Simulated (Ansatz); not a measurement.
A plane-wave DFT run in Ansatz 0.2.0 (scalar-relativistic PAW potentials unless the input names others): input and command.

```yaml
crystal:
  lattice:
    - [3.6831408582, 0.0, 0.0]
    - [0.0, 3.6831408582, 0.0]
    - [0.0, 0.0, 3.6831408582]
  atoms:
    - { symbol: In, position: [0.0, 0.0, 0.0] }
    - { symbol: P, position: [0.5, 0.5, 0.5] }
basis:
  ecutwfc: 420
kpoints:
  mp_grid: { grid: [12, 12, 12] }
hamiltonian:
  xc: pbe
scf:
  occupations: { method: gaussian, width: 0.1 }
  max_iter: 2
output:
  forces: true
  eigenvalues: true
  stress: true
```

```bash
ansatz run input.yaml --threads 1 --pin off --max-ram 1331MiB --backend cpu --events-out ev --progress --plain --runs-dir out
```

Abridged log:
```
Pseudopotentials: kind: paw
Pseudopotential: In, paw, valence charge 13, recommended cutoff 420 eV (normal)
Pseudopotential: P, paw, valence charge 5, recommended cutoff 420 eV (normal)
Functional definition: PBE
Crystal: 2 atoms, lattice volume = 49.964 Å³
Basis set: ecut = 420 eV, 949 PW (Γ), exchange–correlation on 50×50×50 points (8 copies of the dense FFT grid, shifted against one another)
Bands: 13, of which v1, the nominal top of the filled ones, is band 9 counted from 1 (8 counted from 0)
Symmetry: 48 space group operations
Space group: Pm-3m (ITA 221), of the structure as read, at distance tolerance 3.7e-5 Å
k-points: 84 of 1728
Initial density: superposition of atomic densities (neutral atoms: chi_scale 0, normalization atom), corrected by the library's trained network
Initial wavefunctions: pseudopotential atomic-orbital guess
Functional: x = pbe(κ = 0.804, μ = 0.21951497), c = pbe(β = 0.06672455)
SCF iter   1: F=—  HF=-6352.533020 eV  |F-HF|=—  |Δ(HF+E_count)|=         —  Δρ=1.38e-3  dr2=2.32e-3  ethr=1.77e-3  ⟨swp⟩=5.1  Hψ=13279  notcnv=0
SCF iter   2: F=—  HF=-6352.532745 eV  |F-HF|=—  |Δ(HF+E_count)|=   2.75e-4  Δρ=9.47e-4  dr2=1.14e-3  ethr=1.29e-5  ⟨swp⟩=3.5  Hψ=5961  notcnv=0
```

**Question.** Find the fault.

**Answer.** The fault is too few SCF iterations (scf.max_iter: not typed → 2, the first being the value of the sound run). Setting it back cures it. The log, from which this was withheld above, says: «Error: did not converge after 2 iterations: dr2 = 1.14e-3 (threshold 1.00e-7), under the density mixer `msr1`, which `scf.mixing.algorithm: auto` chose by the deck's other keys (type `scf.mixing.algorithm: msr1` to keep it); raise `scf.max_iter`, which need not help a stalled SCF, or adjust the mixing (`scf.mixing`) or, under a smearing, its width (`scf.occupations.width` …» The run stopped without converging. A reference run from the same start on usual settings converged with pressure -7.78 GPa, largest force 0.000 eV/Å, no gap on the mesh.